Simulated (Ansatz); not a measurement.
# Ge (Imma) in Ansatz: band structure with HSE06

Aim: the band structure of Ge with HSE06.

Everything below comes from runs of Ansatz 0.2.0. Logs are shortened: lines on timing, memory, paths and dates and some standing lists are left out, and cuts for length are marked.

## 1. The structure

Symmetry: Imma, No. 74, orthorhombic system. Conventional cell: a = 4.992 Å, b = 5.302 Å, c = 2.874 Å, α = 90.00°, β = 90.00°, γ = 90.00°. Around Ge (site symmetry mm2) lie 6 Ge at 2.68 to 2.87 Å.

This isn't the form of Ge at room conditions, which is diamond.

## 2. Band structure, HSE06

input.yaml

```yaml
crystal:
  lattice:
    - [-2.495898, 2.650863, 1.436947]
    - [2.495898, -2.650863, 1.436947]
    - [2.495898, 2.650863, -1.436947]
  atoms:
    - { symbol: Ge, position: [0.314057, 0.064057, 0.25] }
    - { symbol: Ge, position: [0.685943, 0.935943, 0.75] }
hamiltonian:
  xc: hse06
  pseudopotentials: { kind: paw }
kpoints:
  mp_grid: { grid: [6, 6, 6] }
  band_path:
    path:
      - [[0.0, 0.0, 0.0], [0.3234593264, 0.3234593264, -0.3234593264], [0.2950845098, 0.3518341431, -0.2950845098], [0.0, 0.5, 0.0], [0.25, 0.25, 0.25], [0.5, 0.0, 0.0], [0.6765406736, -0.3234593264, 0.3234593264], [0.5, -0.5, 0.5], [0.0, 0.0, 0.0], [-0.4716251834, 0.4716251834, 0.4716251834], [0.0, 0.0, 0.5], [0.25, 0.25, 0.25]]
      - [[-0.2950845098, 0.6481658569, 0.2950845098], [-0.4716251834, 0.4716251834, 0.4716251834]]
      - [[0.4716251834, -0.4716251834, 0.5283748166], [0.5, -0.5, 0.5]]
    npoints: 4
scf:
  occupations: { method: fermi_dirac, width: 0.05 }
  n_extra_bands: 6
output:
  forces: true
  stress: true
  eigenvalues: true
  fatbands: false
```

Potentials or basis: Ansatz PAW.

On the command line:

```console
> ansatz run input.yaml --threads 2 --pin off --max-ram 5632MiB --backend cpu --events-out ev --progress --plain --runs-dir out
```

Output:

```text
Warning: output.stress: scf.convergence.dr2_threshold = 1e-7 eV (the SCF's general default) is looser than the 2e-10 eV advised for a printed stress (1e-10 eV for each atom of the cell: 2). What an SCF threshold leaves in a stress goes as its square root, and in the free energy as the threshold itself, and one threshold admits the most on a small cell: of the crystals measured, under no hybrid functional and no lock of the moments, on runs that ended without the residual-converged pass, on stresses that held no estimate of that error, the worst erred by over 100 MPa in a component at 1e-7 eV an atom and by under 5 at 1e-10. Set scf.convergence.dr2_threshold to 2e-10 eV or tighter. The threshold is an SCF's pass mark: one that does not reach it within its budget of iterations ends unconverged, or closes short of it on a stop that the run arms, and scf.convergence.dr2_threshold's page says what that costs each kind of run
Warning: output.stress: scf.exx.energy_threshold = 1e-6 eV is looser than the 2e-8 eV advised for a stress under a hybrid functional (1e-8 eV for each atom of the cell: 2). Every SCF of the exchange loop can meet its threshold on dr2 while the loop round them stops early: no threshold on dr2 bounds what that leaves in the stress. Set scf.exx.energy_threshold to 2e-8 eV or tighter. The threshold is the loop's pass mark: a loop that does not reach it within its budget of cycles ends unconverged, and scf.exx.energy_threshold's page has the law
Warning: RAYON_NUM_THREADS=2 ignored (pool sized by the plan → 2); use --threads N
scf.n_extra_bands = 6 over 14 filled bands (N_el = 28.0): the run solves 20 bands
Engine: ansatz 0.2.0, x86_64-unknown-linux-gnu
Pseudopotentials: kind: paw
Pseudopotential: Ge, paw, valence charge 14, recommended cutoff 420 eV (normal), Ge.paw.azcp
Functional definition: HSE06
  parameter a = 0.25
  parameter omega = 0.11/bohr
  exchange = pbe_x - a*pbe_x_sr(omega) + a*exact_x_sr(omega)
  correlation = pbe_c
Crystal: 2 atoms, lattice volume = 38.029 Å³
Basis set: ecut = 420 eV, 765 PW (Γ), exchange–correlation on 54×54×54 points (8 copies of the dense FFT grid, shifted against one another)
Bands: 20, of which v1, the nominal top of the filled ones, is band 14 counted from 1 (13 counted from 0)
Symmetry: 8 space group operations
Space group: Imma (ITA 74), of the structure as read, at distance tolerance 3.4e-5 Å
k-points: 46 of 216
Non-local potential: Ge, projectors of the file, l = 0: 2, l = 1: 2, l = 2: 3, l = 3: 1
PAW form: soft (Blöchl's): semilocal exchange-correlation on the pseudo side does not see the compensation charge
PAW frozen core: Ge, regenerated for the run's functional, and the local potential with it (the file was generated under x = pbe(κ = 0.804, μ = 0.2195149727645171), c = pbe(β = 0.06672455060314922))
PAW one-centre angular grid: Ge, 590 points (default); XC on 64 Gauss nodes
Initial density: superposition of atomic densities (neutral atoms: chi_scale 0, normalization atom), corrected by the library's trained network
Initial wavefunctions: pseudopotential atomic-orbital guess
Functional: x = pbe(κ = 0.804, μ = 0.2195149727645171), c = pbe(β = 0.06672455060314922), warm-up for x = pbe(κ = 0.804, μ = 0.2195149727645171) + 0.25 (exact − pbe) at short range (hse, ω = 0.20786987370883472 Å⁻¹), c = pbe(β = 0.06672455060314922); HSE06 as pw.x's `hse` composes it (authors' and Libxc's form: `xc: wpbeh`)
SCF iter   1: F=—  HF=-8589.501350 eV  |F-HF|=—  |Δ(HF+E_count)|=         —  Δρ=1.40e-3  dr2=3.61e-4  ethr=1.77e-3  ⟨swp⟩=7.5  Hψ=3674  notcnv=0
preconditioner: auto → Kerker (q_TF=auto, 2.593 Å⁻¹)  [metal: Δε(μ)=0.085 eV  Ē_g=25.322 eV  σ=0.050 eV  W_gap=0.39  n_scr=16 (ndim 8)  ℏωp=31.9 eV  f_vac=0.000  D(μ)=0.80/eV (n_scr^D=4)]
SCF iter   2: F=—  HF=-8589.501561 eV  |F-HF|=—  |Δ(HF+E_count)|=   2.10e-4  Δρ=8.01e-4  dr2=1.38e-4  ethr=1.29e-6  ⟨swp⟩=3.1  Hψ=2227  notcnv=0  defer=2
iter 3 solved again at ethr=1.91e-8 eV; its pass at ethr=4.94e-7 eV (dr2=5.36e-6 eV) is discarded
SCF iter   3: F=—  HF=-8589.501609 eV  |F-HF|=—  |Δ(HF+E_count)|=   4.83e-5  Δρ=1.49e-4  dr2=5.23e-6  ethr=1.91e-8  ⟨swp⟩=3.2  Hψ=3783  notcnv=0
SCF iter   4: F=—  HF=-8589.501605 eV  |F-HF|=—  |Δ(HF+E_count)|=   3.83e-6  Δρ=5.32e-5  dr2=8.60e-7  ethr=1.87e-8  ⟨swp⟩=3.0  Hψ=2222  notcnv=0
SCF iter   5: F=—  HF=-8589.501605 eV  |F-HF|=—  |Δ(HF+E_count)|=   1.73e-7  Δρ=1.17e-5  dr2=4.48e-8  ethr=3.07e-9  ⟨swp⟩=2.9  Hψ=1663  notcnv=0
SCF iter   6: F=—  HF=-8589.501605 eV  |F-HF|=—  |Δ(HF+E_count)|=   1.41e-8  Δρ=2.57e-6  dr2=1.82e-9  ethr=1.60e-10  ⟨swp⟩=3.0  Hψ=2003  notcnv=0
SCF iter   7: F=-8589.501605 eV  HF=-8589.501605 eV  |F-HF|=5.28e-11  |Δ(HF+E_count)|=  9.73e-10  Δρ=8.18e-7  dr2=2.38e-10  ethr=6.50e-12  ⟨swp⟩=3.0  Hψ=1889  notcnv=0  defer=1
SCF 1 converged in 7 iterations: F = -8589.501605 eV  dr2 = 2.38e-10
Initial density: handed on by an earlier stage of this run
Initial wavefunctions: those handed on with the density
Functional: x = pbe(κ = 0.804, μ = 0.2195149727645171) + 0.25 (exact − pbe) at short range (hse, ω = 0.20786987370883472 Å⁻¹), c = pbe(β = 0.06672455060314922); HSE06 as pw.x's `hse` composes it (authors' and Libxc's form: `xc: wpbeh`)
Exchange kernel: α = 0.2500, screened, ω = 0.2079 Å⁻¹, Wigner–Seitz truncation, v(0) = 1044.4538 eV·Å³, q-mesh 6×6×6, nearest image of the exchange supercell L = 17.24 Å, pair-density grid 18×18×18, without the augmentation charges, whose exchange is taken in its separable form by FFT convolution over the k-point mesh (sized by the pseudopotential files, 18×27×25 at the most), smooth part of the exact exchange by density-matrix convolution
Frozen-core exchange: fock
iter 1 solved again at ethr=4.49e-5 eV; its pass at ethr=1.00e-1 eV (dr2=1.26e-2 eV) is discarded
SCF iter   1: F=—  HF=-8591.046843 eV  |F-HF|=—  |Δ(HF+E_count)|=         —  Δρ=1.28e-2  dr2=2.08e-2  ethr=4.49e-5  ⟨swp⟩=4.2  Hψ=5139  notcnv=0
preconditioner: auto → Kerker (q_TF=auto, 2.593 Å⁻¹)  [metal: Δε(μ)=0.070 eV  Ē_g=28.794 eV  σ=0.050 eV  W_gap=0.31  n_scr=16 (ndim 8)  ℏωp=31.9 eV  f_vac=0.000  D(μ)=0.72/eV (n_scr^D=4)]
SCF iter   2: F=—  HF=-8591.028398 eV  |F-HF|=—  |Δ(HF+E_count)|=   1.84e-2  Δρ=4.63e-3  dr2=4.55e-3  ethr=4.49e-5  ⟨swp⟩=3.0  Hψ=2427  notcnv=0
SCF iter   3: F=—  HF=-8591.027774 eV  |F-HF|=—  |Δ(HF+E_count)|=   6.24e-4  Δρ=2.43e-3  dr2=1.42e-3  ethr=9.51e-6  ⟨swp⟩=2.0  Hψ=1578  notcnv=0
SCF iter   4: F=—  HF=-8591.034516 eV  |F-HF|=—  |Δ(HF+E_count)|=   6.74e-3  Δρ=1.10e-3  dr2=2.11e-4  ethr=2.97e-6  ⟨swp⟩=4.0  Hψ=2365  notcnv=0
SCF iter   5: F=—  HF=-8591.034372 eV  |F-HF|=—  |Δ(HF+E_count)|=   1.44e-4  Δρ=2.22e-4  dr2=3.88e-5  ethr=7.05e-7  ⟨swp⟩=3.0  Hψ=2038  notcnv=0
SCF iter   6: F=—  HF=-8591.034360 eV  |F-HF|=—  |Δ(HF+E_count)|=   1.17e-5  Δρ=3.20e-5  dr2=6.77e-6  ethr=9.14e-8  ⟨swp⟩=3.0  Hψ=1810  notcnv=0
SCF iter   7: F=-8591.034409 eV  HF=-8591.034410 eV  |F-HF|=1.25e-6  |Δ(HF+E_count)|=   4.96e-5  Δρ=9.71e-5  dr2=1.41e-6  ethr=1.01e-9  ⟨swp⟩=4.7  Hψ=3442  notcnv=0
SCF 2 stopped early in 7 iterations: F = -8591.034409 eV  dr2 = 1.41e-6
  Residual-converged pass: ⟨swp⟩=2.1  Hψ=1541  notcnv=0  max |occ|·‖R‖ = 6.6e-6 eV (tolerance 6.7e-6 eV)  dr2=1.41e-6  dr2_onsite=8.70e-7  max |Δocc| = 2.0e-11
hybrid outer 1: dexx = +7.635e-3 eV, tail = 4.49e-5 eV
Exchange kernel: α = 0.2500, screened, ω = 0.2079 Å⁻¹, Wigner–Seitz truncation, v(0) = 1044.4538 eV·Å³, q-mesh 6×6×6, nearest image of the exchange supercell L = 17.24 Å, pair-density grid 18×18×18, without the augmentation charges, whose exchange is taken in its separable form by FFT convolution over the k-point mesh (sized by the pseudopotential files, 18×27×25 at the most), smooth part of the exact exchange by density-matrix convolution
Frozen-core exchange: fock
SCF iter   1: F=—  HF=-8591.034687 eV  |F-HF|=—  |Δ(HF+E_count)|=         —  Δρ=9.69e-5  dr2=2.63e-6  ethr=8.01e-7  ⟨swp⟩=3.5  Hψ=1925  notcnv=0
preconditioner: auto → Kerker (q_TF=auto, 2.593 Å⁻¹)  [metal: Δε(μ)=0.087 eV  Ē_g=28.603 eV  σ=0.050 eV  W_gap=0.35  n_scr=16 (ndim 8)  ℏωp=31.9 eV  f_vac=0.000  D(μ)=0.74/eV (n_scr^D=4)]
SCF iter   2: F=—  HF=-8591.034693 eV  |F-HF|=—  |Δ(HF+E_count)|=   6.15e-6  Δρ=2.23e-5  dr2=5.55e-7  ethr=3.57e-9  ⟨swp⟩=4.0  Hψ=2611  notcnv=0
SCF iter   3: F=—  HF=-8591.034694 eV  |F-HF|=—  |Δ(HF+E_count)|=   1.28e-6  Δρ=1.45e-5  dr2=6.10e-8  ethr=4.52e-10  ⟨swp⟩=2.5  Hψ=1632  notcnv=0  defer=8
SCF iter   4: F=—  HF=-8591.034694 eV  |F-HF|=—  |Δ(HF+E_count)|=   2.73e-8  Δρ=9.00e-6  dr2=2.24e-8  ethr=2.00e-10  ⟨swp⟩=2.8  Hψ=1684  notcnv=0  defer=8
SCF iter   5: F=—  HF=-8591.034694 eV  |F-HF|=—  |Δ(HF+E_count)|=   1.20e-9  Δρ=5.75e-6  dr2=1.01e-8  ethr=7.53e-11  ⟨swp⟩=2.4  Hψ=1728  notcnv=0  defer=10
SCF iter   6: F=—  HF=-8591.034694 eV  |F-HF|=—  |Δ(HF+E_count)|=  3.24e-10  Δρ=5.58e-7  dr2=2.38e-8  ethr=3.17e-11  ⟨swp⟩=3.2  Hψ=2053  notcnv=0  defer=5
SCF iter   7: F=-8591.034694 eV  HF=-8591.034694 eV  |F-HF|=8.19e-11  |Δ(HF+E_count)|=   6.82e-8  Δρ=4.64e-7  dr2=5.12e-11  ethr=1.00e-12  ⟨swp⟩=4.0  Hψ=2451  notcnv=0
SCF 3 converged in 7 iterations: F = -8591.034694 eV  dr2 = 5.12e-11
  Residual-converged pass: ⟨swp⟩=2.2  Hψ=1489  notcnv=0  max |occ|·‖R‖ = 2.7e-7 eV (tolerance 2.7e-7 eV)  dr2=5.10e-11  dr2_onsite=4.77e-11  max |Δocc| = 2.6e-13
hybrid outer 2: dexx = +6.506e-7 eV, tail = 2.00e-8 eV, Δε = 3.63e-3 eV (about 1.02e-4 eV left of the loop's levels), ΔF = 2.75e-3 eV/Å (tail 8.11e-4)
NSCF: frozen V_eff on 55 k-points
hybrid SCF converged: 2 outer / 14 inner (+7 warm-up), last move |dexx| = 6.51e-7 eV, tail = 2.00e-8 eV
Stability not checked: this state was not tested for a lower state beside it, because the functional holds exact exchange (a hybrid, or Hartree-Fock), whose exchange loop this test does not read (fock_operator; see scf.lower_state_search)
Free energy (F): -8591.034688 eV
Frozen-core exchange: fock
Harris-Foulkes:  -8591.034688 eV  (|F-HF|=8.19e-11)
Internal energy: -8591.029005 eV  (E = F + TS)
E sigma→0 (E₀):  -8591.031846 eV
Entropy (-TS):   -0.005682 eV (-2.841 meV/atom)
Fermi energy:    11.011240 eV
--- Per-component energies (eV) ---
  E_band       = -307.297448
  E_kinetic    = 219.156405
  E_local      = -4331.499956  (includes V_loc(G=0)·N_el)
  E_nonlocal   = 833.844636
  E_hartree    = 1899.131576
  E_xc         = -121.884311
  E_vxc        = -103.956302  (∫ρ·V_xc dr)
  E_exx        = -108.484042  (= α·E_x^exact, valence–valence)
  E_paw        = -3957.241540  (= ΣΔE_a)
  E_vpaw       = -506.137747  (= ΣTr[D̂ρ^β])
  E_aug_tail   = 0.000727  (compensation charges beyond the density's cutoff)
  E_ewald      = -3023.321753
  E_core_change = -0.730747  (= ΣΔE_core)
  E_smearing   = -0.005682  (= −TS)
  E_closure    = -0.000000  (closes the sum)
  Σ components = -8591.034688   (vs F -8591.034688, Δ=-1.82e-12)
--- Forces (eV/Å), atoms counted from 1 ---
  atom   1  Ge     0.00000000     0.00000000     0.05176690
  atom   2  Ge     0.00000000     0.00000000    -0.05176690
  max |Σ_I F_I| component: 1.39e-17 eV/Å
--- Stress (GPa, compression-positive) ---
       -2.044371       0.000000       0.000000
        0.000000       3.247975       0.000000
        0.000000       0.000000      -3.672245
  P = ⅓ Tr σ = -0.8229 GPa (-8.229 kbar)
--- Band table (eV; the first three rows and the last of 46) ---
  k-point 0: bands = ["-17.4071", "-17.3404", "-17.3376", "-17.3210", "-17.3008", "-17.2577", "-17.2072", "-17.1946", "-17.1610", "-17.0987", "-3.9540", "6.6774", "8.0022", "8.4840", "14.4955", "18.5126", "18.7884", "19.6147", "19.9607", "22.1274"]
  k-point 1: bands = ["-17.3915", "-17.3475", "-17.3407", "-17.3092", "-17.2889", "-17.2513", "-17.2089", "-17.2005", "-17.1696", "-17.1165", "-3.6132", "4.2807", "8.6393", "9.9002", "16.1489", "16.4124", "18.1371", "19.0420", "19.2400", "23.2989"]
  k-point 2: bands = ["-17.3573", "-17.3556", "-17.3388", "-17.2791", "-17.2715", "-17.2356", "-17.2168", "-17.2137", "-17.1936", "-17.1592", "-2.5915", "1.4382", "9.7197", "11.5430", "13.7266", "15.7314", "18.4921", "18.6381", "20.0909", "22.5677"]
  k-point 45: bands = ["-17.3884", "-17.3294", "-17.2927", "-17.2779", "-17.2447", "-17.2316", "-17.2229", "-17.2151", "-17.2106", "-17.2023", "0.5523", "1.5684", "4.0674", "4.3906", "15.8038", "18.2823", "22.6182", "23.2701", "24.5287", "27.9897"]
```

It took 7 min on 2 threads of Intel Xeon Platinum 8259CL at 2.50GHz (Skylake/Cascade Lake), shared host; peak memory 1.2 GiB.

Results:

```yaml
Free_energy: -8591.0347 eV
Pressure: -0.8 GPa
Largest_force: 0.052 eV/Å
Band_gap_on_the_k_mesh: none (metal or under the smearing width)
```

Forces on the atoms (eV/Å):
```
Ge   0.000  0.000  0.052
Ge   0.000  0.000 -0.052
```

Levels at the corners of the path, in eV from the Fermi level:
```
point  band 10  band 11  band 12  band 13  band 14  band 15  band 16  band 17  band 18  band 19
    Γ   -28.11   -14.97    -4.33    -3.01    -2.53     3.48     7.50     7.78     8.60     8.95
    X   -28.16    -8.54    -7.60    -4.58    -4.37    -4.01     4.06     5.95     7.77    11.04
    L   -28.16    -8.55    -7.64    -4.65    -4.57    -3.59     3.84     6.18     7.65    11.20
    T   -28.13    -9.41    -6.92    -3.97    -2.88    -2.39     3.16     4.35     7.05     8.95
    W   -28.20    -8.05    -8.05    -5.16    -5.16     4.10     4.10     5.60     5.60     8.29
    R   -28.21    -9.26    -8.09    -2.32    -2.05    -1.19     1.46     3.40     4.55     9.87
   X1   -28.16    -8.54    -7.60    -4.58    -4.37    -4.01     4.06     5.95     7.77    11.04
    Z   -28.21   -10.46    -9.44    -6.94    -6.62     4.79     7.27    11.61    12.26    13.52
    Γ   -28.11   -14.97    -4.33    -3.01    -2.53     3.48     7.50     7.78     8.60     8.95
    Y   -28.21   -10.44    -9.62    -6.92    -6.40     4.81     7.29    11.54    12.07    13.44
    S   -28.21   -11.91   -11.91     0.43     0.43     2.41     2.41     7.33     7.33    11.17
    W   -28.20    -8.05    -8.05    -5.16    -5.16     4.10     4.10     5.60     5.60     8.29
   L1   -28.16    -8.55    -7.64    -4.65    -4.57    -3.59     3.84     6.18     7.65    11.20
    Y   -28.21   -10.44    -9.62    -6.92    -6.40     4.81     7.29    11.54    12.07    13.44
   Y1   -28.21   -10.44    -9.62    -6.92    -6.40     4.81     7.29    11.54    12.07    13.44
    Z   -28.21   -10.46    -9.44    -6.94    -6.62     4.79     7.27    11.61    12.26    13.52
```

Caveat: the k mesh is coarse (spacing up to 0.42 Å⁻¹), so the values aren't converged, least of all with exact exchange; the PAW data sets come from PBE, with cores solved anew for the run's functional, which leaves a small shift of forces and pressure; the thresholds are loose for stress.
